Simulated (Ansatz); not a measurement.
CdF2 (Fm-3m) at 4 levels of theory

One geometry, relaxed with PBE; plane waves with PAW potentials in Ansatz, scalar-relativistic. No spin polarisation. Gaps are the least over mesh and band path; pressure is positive in compression, and isn't given for hybrids.

```cif
data_structure
_symmetry_space_group_name_H-M 'Fm-3m'
_symmetry_Int_Tables_number 225
_cell_length_a 5.4814
_cell_length_b 5.4814
_cell_length_c 5.4814
_cell_angle_alpha 90.000
_cell_angle_beta 90.000
_cell_angle_gamma 90.000
_cell_volume 164.69
loop_
_atom_site_label
_atom_site_type_symbol
_atom_site_symmetry_multiplicity
_atom_site_Wyckoff_symbol
_atom_site_fract_x
_atom_site_fract_y
_atom_site_fract_z
_atom_site_occupancy
Cd1 Cd 4 a 0.00000 0.00000 0.00000 1
F1 F 8 c 0.25000 0.75000 0.75000 1
```

| level | cutoff (eV) | k mesh | gap (eV) | pressure (GPa) |
| --- | --- | --- | --- | --- |
| PBE | 420 | 8×8×8 | 2.92 | 0.0 |
| r2SCAN | 500 | 8×8×8 | 3.60 | -5.1 |
| HSE06 | 420 | 6×6×6 | 5.00 | - |
| PBEsol | 420 | 8×8×8 | 2.76 | -5.1 |

It comes from a database structure that was distorted and then relaxed.
